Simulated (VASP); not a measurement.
Here is a VASP 6.6.1 calculation.

POSCAR

```
BN
1.0
    0.0000000000      1.7458259350      1.7458259350
    1.7458259350      0.0000000000      1.7458259350
    1.7458259350      1.7458259350      0.0000000000
B N
1 1
Direct
    0.0000000000      0.0000000000      0.0000000000
    0.5000000000      0.5000000000      0.5000000000
```

Contents of INCAR.step1:

```
SYSTEM = BN
PREC = Accurate
ENCUT = 520
EDIFF = 1E-5
ISMEAR = 0
SIGMA = 0.01
LREAL = .False.
LASPH = .True.
NELM = 60
ALGO = Normal
ISIF = 2
LWAVE = .True.
LCHARG = .False.
GGA = PE
NBANDS = 11
```

Contents of INCAR.step2:

```
SYSTEM = BN
PREC = Accurate
ENCUT = 520
EDIFF = 1E-6
ISMEAR = 0
SIGMA = 0.01
LREAL = .False.
LASPH = .True.
NELM = 60
ALGO = Normal
ISIF = 2
LWAVE = .False.
LCHARG = .False.
GGA = PE
LHFCALC = .True.
HFSCREEN = 0.2079
PRECFOCK = Normal
ISTART = 1
NBANDS = 11
```

File KPOINTS:

```
Automatic mesh
0
Gamma
  6 6 6
  0 0 0
```

Potentials or basis: VASP PAW PBE potentials, release 64 (B, N).

Launch:

```bash
$ cat potpaw_PBE.64/B/POTCAR potpaw_PBE.64/N/POTCAR > POTCAR
$ cp INCAR.step1 INCAR
$ mpirun -np 1 vasp_std > vasp.out
$ cp INCAR.step2 INCAR
$ mpirun -np 1 vasp_std > vasp.out
```

Estimate the band gap on the k mesh.

2.17 eV, indirect (least direct gap 7.23 eV).

Predict the pressure.

-8.2 GPa.

Caveat: the k mesh is coarse (spacing up to 0.52 Å⁻¹), so the values aren't converged, least of all with exact exchange; the PAW data sets were made with another functional, which shifts forces and pressure a little. A k mesh can miss the band edges.
